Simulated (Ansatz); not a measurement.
Computed with DFT PBE, scalar-relativistic, plane waves, PAW (Ansatz). Settings: cutoff 420 eV, Γ-centred meshes spaced at most about 0.3 Å⁻¹, and about 0.25 Å⁻¹ or finer for metals (2π included), Gaussian smearing. No spin polarisation in the final relaxations.

Temperature and zero-point effects are left out.

Compare these two cells of Si2Mo, each relaxed at this level.

A.

```cif
data_structure
_symmetry_space_group_name_H-M 'I4/mmm'
_symmetry_Int_Tables_number 139
_cell_length_a 3.2169
_cell_length_b 3.2169
_cell_length_c 7.8729
_cell_angle_alpha 90.000
_cell_angle_beta 90.000
_cell_angle_gamma 90.000
_cell_volume 81.47
loop_
_atom_site_label
_atom_site_type_symbol
_atom_site_symmetry_multiplicity
_atom_site_Wyckoff_symbol
_atom_site_fract_x
_atom_site_fract_y
_atom_site_fract_z
_atom_site_occupancy
Si1 Si 4 e 0.00000 0.00000 0.33512 1
Mo1 Mo 2 a 0.00000 0.00000 0.00000 1
```

B.

```cif
data_structure
_symmetry_space_group_name_H-M 'P4/mmm'
_symmetry_Int_Tables_number 123
_cell_length_a 3.4890
_cell_length_b 3.4890
_cell_length_c 4.7609
_cell_angle_alpha 90.000
_cell_angle_beta 90.000
_cell_angle_gamma 90.000
_cell_volume 57.95
loop_
_atom_site_label
_atom_site_type_symbol
_atom_site_symmetry_multiplicity
_atom_site_Wyckoff_symbol
_atom_site_fract_x
_atom_site_fract_y
_atom_site_fract_z
_atom_site_occupancy
Si1 Si 1 a 0.00000 0.00000 0.00000 1
Si2 Si 1 d 0.50000 0.50000 0.50000 1
Mo1 Mo 1 c 0.50000 0.50000 0.00000 1
```

Question: Which would you expect to be lower, and how large is the difference?

Answer: A is lower, by 0.93 eV/atom. A has space group I4/mmm (No. 139), 13.6 Å³/atom and no gap on its mesh; B has space group P4/mmm (No. 123), 19.3 Å³/atom and no gap. Counting Si atoms around Mo (those within 1.25 times the shortest such distance or 1.15 times the sum of covalent radii), A has Mo 10 and B has Mo 6. The denser one is the lower, and pressure would at first widen the difference. Origin: A is a cell as deposited in COD, relaxed; B was invented.

Cells relaxed within their symmetry can be saddle points.
